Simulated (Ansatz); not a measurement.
Take a crystal in which Sr has been replaced by Ba on all its sites, with the cell rescaled by a rough guess (in some cases also distorted within its space group) and nothing relaxed:

```yaml
crystal:
  lattice:
    - [0.00000, 3.31548, 3.31548]
    - [3.31548, 0.00000, 3.31548]
    - [3.31548, 3.31548, 0.00000]
  atoms:
    - { symbol: Ba, position: [0.00000, 0.00000, 0.00000] }
```

Computed with Ansatz, DFT PBEsol, scalar-relativistic, plane waves, PAW.

Settings: cutoff 420 eV, Γ-centred mesh 12×12×12 on the computed 1-atom cell, Gaussian smearing of 0.10 eV; no spin polarisation.

(1) Will this cell want to expand or contract, and how hard?

(2) Is it a metal on this mesh?

Spin-orbit coupling is left out, which matters for the bands of heavy elements.

## Answers

(1) The pressure is -1.4 GPa (positive in compression), so the cell would contract.

(2) Yes, a band crosses the Fermi level.

This fcc form isn't the element's structure at ambient conditions.